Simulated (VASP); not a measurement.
Wanted: the native input for a VASP 6.6.1 run.

```yaml
Task: single point
Functional: HSE(alpha, omega)
Potentials_or_basis: VASP PAW PBE potentials, release 64 (Ti_sv, O)
Cutoff: 520 eV
k_mesh: 5 × 5 × 3
Occupations: fermi-dirac, width 0.05 eV
Spin: no spin polarisation
Share_of_exact_exchange: 0.1
Grid_for_exact_exchange_PRECFOCK: Fast
Further_INCAR_settings: ALGO = Normal; EDIFF = 1e-06; NBANDS = 22
```

Crystal: Ti2O.

```xyz
3
Lattice="2.9194 0.0000 0.0000 -1.4597 2.5283 0.0000 0.0000 0.0000 4.7130" Properties=species:S:1:pos:R:3 pbc="T T T"
Ti    0.0000    1.6855    3.3993
Ti    1.4597    0.8428    1.3137
O     0.0000    0.0000    0.0000
```

One way to write it, as run:

POSCAR

```
Ti2O
1.0
    2.9194000000      0.0000000000      0.0000000000
   -1.4597000000      2.5282745638      0.0000000000
    0.0000000000      0.0000000000      4.7130000000
Ti O
2 1
Direct
    0.3333333333      0.6666666667      0.7212600000
    0.6666666667      0.3333333333      0.2787400000
    0.0000000000      0.0000000000      0.0000000000
```

INCAR.step1

```
SYSTEM = Ti2O
ALGO = Normal ; EDIFF = 1E-5
ENCUT = 520 ; GGA = PE
ISIF = 2 ; ISMEAR = -1
LASPH = .True. ; LREAL = .False.
LWAVE = .True. ; NBANDS = 22
NELM = 60 ; PREC = Accurate
SIGMA = 0.05
```

INCAR.step2

```
SYSTEM = Ti2O
AEXX = 0.1 ; ALGO = Normal
EDIFF = 1E-6 ; ENCUT = 520
GGA = PE ; HFSCREEN = 0.2
ISIF = 2 ; ISMEAR = -1
ISTART = 1 ; LASPH = .True.
LCHARG = .False. ; LHFCALC = .True.
LREAL = .False. ; LWAVE = .False.
NBANDS = 22 ; NELM = 60
PREC = Accurate ; PRECFOCK = Fast
SIGMA = 0.05
```

KPOINTS

```
k-points
0
Gamma
  5 5 3
  0 0 0
```

Potentials or basis: VASP PAW PBE potentials, release 64 (Ti_sv, O).

The run is started by

```sh
$ cat potpaw_PBE.64/Ti_sv/POTCAR potpaw_PBE.64/O/POTCAR > POTCAR
$ cp INCAR.step1 INCAR
$ mpirun -np 1 vasp_std > vasp.out
$ cp INCAR.step2 INCAR
$ mpirun -np 1 vasp_std > vasp.out
```

It gave:

```
Pressure               : 9.7 GPa
Largest force          : 0.943 eV/Å
Band gap on the k mesh : none (metal or under the smearing width)
```

Caveat: the k mesh is coarse (spacing up to 0.50 Å⁻¹), so the values aren't converged, least of all with exact exchange; the PAW data sets were made with another functional, which shifts forces and pressure a little.

Wall time 24 min on 1 thread of Intel(R) Xeon(R) Platinum 8259CL CPU @ 2.50GHz (Skylake/Cascade Lake), with other jobs on the host, peak memory 0.26 GiB.
